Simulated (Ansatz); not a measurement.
Level of theory: Ansatz 0.2.0, DFT PBE, scalar-relativistic, plane waves, PAW. All cells share a 420 eV cutoff and Γ-centred k meshes spaced at most about 0.3 Å⁻¹ (about 0.25 or finer for metals, 2π included). No spin polarisation.

Temperature and zero-point effects are left out.

Two relaxed structures of Ga4O:

A.

Space group P-6m2 (No. 187). a = 6.117 Å, b = 6.117 Å, c = 2.794 Å, α = 90.00°, β = 90.00°, γ = 120.00°
| atom | site | symmetry | x | y | z |
| --- | --- | --- | --- | --- | --- |
| Ga | 3k | mm2 | 0.8334 | 0.1666 | 0.5000 |
| Ga | 1d | -6m2 | 0.3333 | 0.6667 | 0.5000 |
| O | 1a | -6m2 | 0.0000 | 0.0000 | 0.0000 |

B.

Space group Fd-3m:1 (No. 227). a = 9.004 Å, b = 9.004 Å, c = 9.004 Å, α = 90.00°, β = 90.00°, γ = 90.00°
```tsv
atom	site	symmetry	x	y	z
Ga	16d	.-3m	0.1250	0.6250	0.1250
Ga	16c	.-3m	0.1250	0.1250	0.1250
O	8a	-43m	0.2500	0.2500	0.2500
```

Question: Which would you expect to be lower, and how large is the difference?

Answer: A is lower, by 140 meV/atom. A has space group P-6m2 (No. 187), 18.1 Å³/atom and no gap on its mesh; B has space group Fd-3m (No. 227), 18.2 Å³/atom and no gap. Counting Ga atoms around O (those within 1.25 times the shortest such distance or 1.15 times the sum of covalent radii, 1.27 where that leaves under three; the shortest distance is added where it exceeds 1.18 times the sum of covalent radii), A has O 6 from 2.3 Å and B has O 4. Both come from invented guesses.

Cells relaxed within their symmetry can be saddle points.
